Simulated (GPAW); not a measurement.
# SnSe (F-43m) in GPAW: convergence with basis set

Aim: find how far basis set must go before the results for SnSe settle, at LDA. This setting moves, with any that are tied to it; all else stays.

Program: GPAW 26.7.0. These are calculated values, not measurements. Logs are shortened: lines on timing, memory, paths and dates and some standing lists are left out, and cuts for length are marked. The log counts tension as positive stress, the text compression.

## (1) The crystal as given

Symmetry: F-43m, No. 216, cubic system. The conventional cell has a = 6.782 Å, b = 6.782 Å, c = 6.782 Å, α = 90.00°, β = 90.00°, γ = 90.00°. Sn (site symmetry -43m) has 4 Se at 2.94 Å as nearest neighbours. Se (site symmetry -43m) has 4 Sn at 2.94 Å as nearest neighbours.

The cell was built by a generator and needn't be a form met in nature.

## (2) With basis set lcao:sz(dzp)

Input file run.py:

```python
from ase.dft.bandgap import bandgap
from ase.io import read, write
from gpaw import GPAW

atoms = read('POSCAR')

calc = GPAW(mode='lcao',
            h=0.16,
            basis='sz(dzp)',
            xc='LDA',
            kpts={'size': (7, 7, 7), 'gamma': True},
            occupations={'name': 'fermi-dirac', 'width': 0.05},
            convergence={'density': 1e-05, 'energy': 1e-05},
            maxiter=100,
            txt='gpaw.txt')
atoms.calc = calc
energy = atoms.get_potential_energy()
forces = atoms.get_forces()
calc.write('gs.gpw')
write('result.traj', atoms)
print(f'Energy: {energy:.6f} eV')
print('Forces (eV/A):')
print(forces.round(4))
print('Fermi level:', round(calc.get_fermi_level(), 4), 'eV')
print(f'Gap: {bandgap(calc)[0]:.4f} eV, direct: {bandgap(calc, direct=True)[0]:.4f} eV')
```

Input file POSCAR:

```
SnSe
1.0
    0.0000000000      3.3908400000      3.3908400000
    3.3908400000      0.0000000000      3.3908400000
    3.3908400000      3.3908400000      0.0000000000
Sn Se
1 1
Direct
    0.0000000000      0.0000000000      0.0000000000
    0.7500000000      0.7500000000      0.7500000000
```

Potentials or basis: the program's PAW data sets (release 1.2.1) made for this functional, lcao:sz(dzp).

Run with:

```console
OMP_NUM_THREADS=1 python run.py
```

gpaw.txt:

```text
__  _  _
 | _ |_)|_||  |
 |__||  | ||/\| - 26.7.0

Input parameters:
  mode=LCAO(),
  basis={'default': 'sz(dzp)'},
  convergence={'density': 1e-05, 'energy': 1e-05},
  h=0.16,
  kpts=MonkhorstPack(size=(7, 7, 7), gamma=True),
  maxiter=100,
  occupations=Occupations(name='fermi-dirac', width=0.05),
  xc=XC(name='LDA')

                       Se

       Sn

Atoms  # Å, Bohr magnetons
|   | symbol |        x |        y |        z |    initial magnetic moments |
|---|--------|----------|----------|----------|-----------------------------|
| 0 |     Sn | 0.000000 | 0.000000 | 0.000000 | ( 0.0000,  0.0000,  0.0000) |
| 1 |     Se | 5.086260 | 5.086260 | 5.086260 | ( 0.0000,  0.0000,  0.0000) |

Unit cell  # Å
| periodic |        x |        y |        z |  lengths |    angles |
|----------|----------|----------|----------|----------|-----------|
|      yes | 0.000000 | 3.390840 | 3.390840 | 4.795372 | 60.000000 |
|      yes | 3.390840 | 0.000000 | 3.390840 | 4.795372 | 60.000000 |
|      yes | 3.390840 | 3.390840 | 0.000000 | 4.795372 | 60.000000 |

Number of symmetries: 24
Symmetry operations  # r_c * U_cc + t_c -> r_c
|    | kind |            matrix            |
|----|------|------------------------------|
|  0 |  E   |  1, 0, 0,  0, 1, 0,  0, 0, 1 |
|  1 |  σ   |  1, 0, 0,  0, 0, 1,  0, 1, 0 |
|  2 |  σ   |  1, 0,-1,  0, 1,-1,  0, 0,-1 |
|  3 |  C3  |  1, 0,-1,  0, 0,-1,  0, 1,-1 |
|  4 |  C3  |  1,-1, 0,  0,-1, 1,  0,-1, 0 |
|  5 |  σ   |  1,-1, 0,  0,-1, 0,  0,-1, 1 |
|  6 |  σ   |  0, 1, 0,  1, 0, 0,  0, 0, 1 |
|  7 |  C3  |  0, 1, 0,  0, 0, 1,  1, 0, 0 |
|  8 |  C2  |  0, 1,-1,  1, 0,-1,  0, 0,-1 |
|  9 |  S4  |  0, 1,-1,  0, 0,-1,  1, 0,-1 |
| 10 |  C3  |  0, 0, 1,  1, 0, 0,  0, 1, 0 |
| 11 |  σ   |  0, 0, 1,  0, 1, 0,  1, 0, 0 |
| 12 |  S4  |  0, 0,-1,  1, 0,-1,  0, 1,-1 |
| 13 |  C3  |  0, 0,-1,  0, 1,-1,  1, 0,-1 |
| 14 |  S4  |  0,-1, 1,  1,-1, 0,  0,-1, 0 |
| 15 |  C2  |  0,-1, 1,  0,-1, 0,  1,-1, 0 |
| 16 |  C3  |  0,-1, 0,  1,-1, 0,  0,-1, 1 |
| 17 |  S4  |  0,-1, 0,  0,-1, 1,  1,-1, 0 |
| 18 |  S4  | -1, 1, 0, -1, 0, 1, -1, 0, 0 |
[... 310 lines left out ...]
  Trust region scale: 1.0
  Backstep threshold: 4.0
  History deletion threshold: 6.0
  Fourier metric: weight=20.0, sigma=0.015

occupation numbers:
  Fermi-Dirac:
    width: 0.0500  # eV

FastPoissonSolver using
    Stencil: 12*3+1=37 point O(h^6) finite-difference Laplacian
    FFT axes: [np.int64(0), np.int64(1), np.int64(2)]
    FST axes: []

xc functional:
  name: None
interpolation: tri-quintic # 5. degree polynomial

convergence criteria:
- Maximum integral of absolute [dens]ity change: 1e-05 electrons / valence electron
- Maximum [total energy] change in last 3 cyles: 1e-05 eV / valence electron
- Maximum integral of absolute [eigenst]ate change: 4e-08 eV^2 / valence electron
maximum number of iterations: 100

SCF iterations
|iter     | |      energy | eigst |  dens |
|---------|-|-------------|-------|-------|
|iter:   1| |   -7.562391 |      c|       |
|iter:   2| |   -7.535946 |      c| -1.34 |
|iter:   3| |   -7.438308 |      c| -1.38 |
|iter:   4| |   -7.435210 |      c| -2.09 |
|iter:   5| |   -7.434302 |      c| -2.40 |
|iter:   6| |   -7.434305 |      c| -3.88 |
|iter:   7| |   -7.434305c|      c| -4.76 |
|iter:   8| |   -7.434305c|      c| -5.51c|

Converged in 8 steps
Energy contributions relative to reference atoms: (reference = -233882.760451)

Energy contributions:
  Kinetic:          55.966668
  Coulomb:         -52.861419
  Zero:              0.060268
  External:          0.000000
  Xc:              -10.599297
  Entropy:          -0.001051
  Spinorbit:         0.000000
  ----------------------------
  Free energy:      -7.434831
  Extrapolated:     -7.434305

dipole moment: (-20.236657, -20.236657, -20.236657)  # |e|*Ang

Fermi level: 3.138
Eigenvalues  # (at kpt = [0.000, 0.000, 0.000])
| band index |      eig [eV] | occ [0-2] |
|------------|---------------|-----------|
|          0 |       -17.907 |     2.000 |
|        ... |               |           |
|          2 |       -17.906 |     2.000 |
|          3 |       -17.872 |     2.000 |
|          4 |       -17.872 |     2.000 |
|          5 |       -10.125 |     2.000 |
|          6 |        -2.463 |     2.000 |
|          7 |         0.852 |     2.000 |
|          8 |         0.853 |     2.000 |
|          9 |         0.853 |     2.000 |
|         10 |         4.611 |     0.000 |
|         11 |         4.611 |     0.000 |
|         12 |         4.611 |     0.000 |

Gap: 0.376 eV
Transition (v -> c):
  (s=0, k=9, n=9, [0.43, 0.29, -0.29]) -> (s=0, k=16, n=10, [0.43, 0.43, 0.00])
Direct/indirect transitions are different
Direct gap: 0.525 eV
Transition at: (s=0, k=16, n=9, [0.43, 0.43, 0.00])

Forces  # eV/Ang
|       x |        y |        z |
|---------|----------|----------|
| 0.00000 | -0.00000 | -0.00000 |  # Sn   0
| 0.00000 | -0.00000 | -0.00000 |  # Se   1

# Writing to gs.gpw (mode='')
```

Wall time 6.3 s (1 thread of Arm Neoverse V2, shared host); peak memory 0.18 GiB.

Results:

* Free energy: -7.4348 eV
* Band gap on the k mesh: 0.38 eV, indirect (least direct gap 0.53 eV)

## (3) With basis set lcao:szp(dzp)

run.py: that of step 2 with these lines changed.

```diff
@@ -8,3 +8,3 @@
             h=0.16,
-            basis='sz(dzp)',
+            basis='szp(dzp)',
             xc='LDA',
```

POSCAR is that of step 2.

Potentials or basis: the program's PAW data sets (release 1.2.1) made for this functional, lcao:szp(dzp).

Run with:

```console
OMP_NUM_THREADS=1 python run.py
```

It took 18 s on 1 thread of Arm Neoverse V2, shared host; peak memory 0.19 GiB.

What came out:

| Quantity | Value |
| --- | --- |
| Free energy | -8.0208 eV |
| Band gap on the k mesh | 0.30 eV, indirect (least direct gap 0.52 eV) |

## (4) With basis set lcao:dz(dzp)

run.py: that of step 3 with these lines changed.

```diff
@@ -8,3 +8,3 @@
             h=0.16,
-            basis='szp(dzp)',
+            basis='dz(dzp)',
             xc='LDA',
```

POSCAR is that of step 3.

Potentials or basis: the program's PAW data sets (release 1.2.1) made for this functional, lcao:dz(dzp).

Run with:

```console
OMP_NUM_THREADS=1 python run.py
```

Run time: 8.5 s. Hardware: 1 thread of Arm Neoverse V2, shared host; peak memory 0.18 GiB.

What came out:

```yaml
Free_energy: -7.8474 eV
Band_gap_on_the_k_mesh: 0.38 eV, indirect (least direct gap 0.71 eV)
```

## (5) With basis set lcao:dzp

run.py: that of step 4 with these lines changed.

```diff
@@ -8,3 +8,3 @@
             h=0.16,
-            basis='dz(dzp)',
+            basis='dzp',
             xc='LDA',
```

POSCAR is that of step 4.

Potentials or basis: the program's PAW data sets (release 1.2.1) made for this functional, lcao:dzp.

Run with:

```console
OMP_NUM_THREADS=1 python run.py
```

Run time: 24 s. Hardware: 1 thread of Arm Neoverse V2, shared host; peak memory 0.19 GiB.

It converged, with:

```yaml
Free_energy: -8.3721 eV
Band_gap_on_the_k_mesh: 0.29 eV, indirect (least direct gap 0.64 eV)
```

## (6) With basis set fd

run.py: that of step 5 with these lines changed.

```diff
@@ -6,5 +6,4 @@
 
-calc = GPAW(mode='lcao',
+calc = GPAW(mode='fd',
             h=0.16,
-            basis='dzp',
             xc='LDA',
@@ -12,2 +11,3 @@
             occupations={'name': 'fermi-dirac', 'width': 0.05},
+            nbands=19,
             convergence={'density': 1e-05, 'energy': 1e-05},
```

POSCAR is that of step 5.

Potentials or basis: the program's PAW data sets (release 1.2.1) made for this functional, fd.

Run with:

```console
OMP_NUM_THREADS=1 python run.py
```

Run time: 33 s. Hardware: 1 thread of Arm Neoverse V2, shared host; peak memory 0.28 GiB.

It converged, with:

* Free energy: -8.9567 eV
* Band gap on the k mesh: 0.21 eV, indirect (least direct gap 0.65 eV)

## (7) With basis set pw

run.py: that of step 6 with these lines changed.

```diff
@@ -2,3 +2,4 @@
 from ase.io import read, write
-from gpaw import GPAW
+from ase.units import GPa
+from gpaw import GPAW, PW
 
@@ -6,4 +7,3 @@
 
-calc = GPAW(mode='fd',
-            h=0.16,
+calc = GPAW(mode=PW(600),
             xc='LDA',
@@ -18,2 +18,3 @@
 forces = atoms.get_forces()
+stress = atoms.get_stress()
 calc.write('gs.gpw')
@@ -23,2 +24,3 @@
 print(forces.round(4))
+print('Stress (GPa):', (stress / GPa).round(3))
 print('Fermi level:', round(calc.get_fermi_level(), 4), 'eV')
```

POSCAR is that of step 6.

Potentials or basis: the program's PAW data sets (release 1.2.1) made for this functional, pw.

Run with:

```console
OMP_NUM_THREADS=1 python run.py
```

Run time: 15 s. Hardware: 1 thread of Arm Neoverse V2, shared host; peak memory 0.16 GiB.

Results (log left out):

```yaml
Free_energy: -8.9478 eV
Pressure: -2.7 GPa
Band_gap_on_the_k_mesh: 0.21 eV, indirect (least direct gap 0.65 eV)
```

## (8) The series at a glance

| basis set | energy less the tightest run, at zero smearing (meV/atom) | gap on the mesh (eV) | SCF cycles | CPU time (s) | peak memory (GiB) |
| --- | --- | --- | --- | --- | --- |
| lcao:sz(dzp) | 756.12 | 0.376 | 8 | 6.3 | 0.18 |
| lcao:szp(dzp) | 463.31 | 0.297 | 8 | 18 | 0.19 |
| lcao:dz(dzp) | 549.79 | 0.382 | 8 | 8.5 | 0.18 |
| lcao:dzp | 287.62 | 0.293 | 9 | 24 | 0.19 |
| fd | -4.45 | 0.210 | 10 | 33 | 0.28 |
| pw | 0.00 | 0.210 | 9 | 15 | 0.16 |

Against the tightest run, the gap on the mesh stays within 0.01 eV from fd on. Not settled before the last step: the energy (to 1 meV/atom). The tightest run that finished is the yardstick and may itself not be fully converged.

Caveats: spin-orbit coupling is left out, which moves the levels of the heavy elements; an odd mesh through Γ misses points on the zone boundary, where band edges often lie.
